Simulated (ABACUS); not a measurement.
Runs of ABACUS 3.10.1 on BN. Symmetry: R3m, No. 160, trigonal system. Conventional cell: a = 2.502 Å, b = 2.502 Å, c = 10.119 Å, α = 90.00°, β = 90.00°, γ = 120.00°. N (site symmetry 3m) is surrounded by 3 B at 1.44 Å. Around B (site symmetry 3m) lie 3 N at 1.44 Å. The cell is a database's computed one.

```csv
task,level,potentials or basis,cell,k mesh,cutoff (eV),SCF threshold on the density,eigensolver,symmetry key,threshold of the eigensolver,path,gap on the mesh (eV),pressure (GPa),largest force (eV/Å)
single point,r2SCAN,"SG15 ONCV 1.2 PBE, plane waves",as given,8 × 8 × 8,1320,1e-08,dav,1,-,-,4.88,-1.7,0.01
relaxation of cell and atoms,r2SCAN,"SG15 ONCV 1.2 PBE, plane waves",relaxed,8 × 8 × 8,1320,1e-08,dav,1,-,-,(a),0.0,-
single point,BP86,"PseudoDojo NC SR 0.5 PBE standard, plane waves",as given,10 × 10 × 10,1143,1e-08,dav,1,-,-,(b),4.1,-
single point,SCAN,"SG15 ONCV 1.2 PBE, DZP LCAO (the cutoffs set its grid)",as given,9 × 9 × 9,1361,1e-07,genelpa,1,-,-,4.84,0.4,0.04
single point,HCTH407,"Ansatz NC PBE, plane waves",as given,10 × 10 × 10,1252,1e-08,dav,1,-,-,4.56,-1.8,0.01
```

Alike in all rows: no spin polarisation; smearing fermi-dirac 0.05 eV.

Task: Estimate the missing entries.

Result: (a) 4.95; (b) 4.28.

Caveats: the potentials were made for another functional, which shifts forces and pressure; the atomic orbitals were generated for these runs and aren't a published set (some runs); an odd mesh through Γ misses points on the zone boundary, where band edges often lie (some runs); the basis of atomic orbitals isn't converged, which shifts pressures, moduli and gaps (some runs).
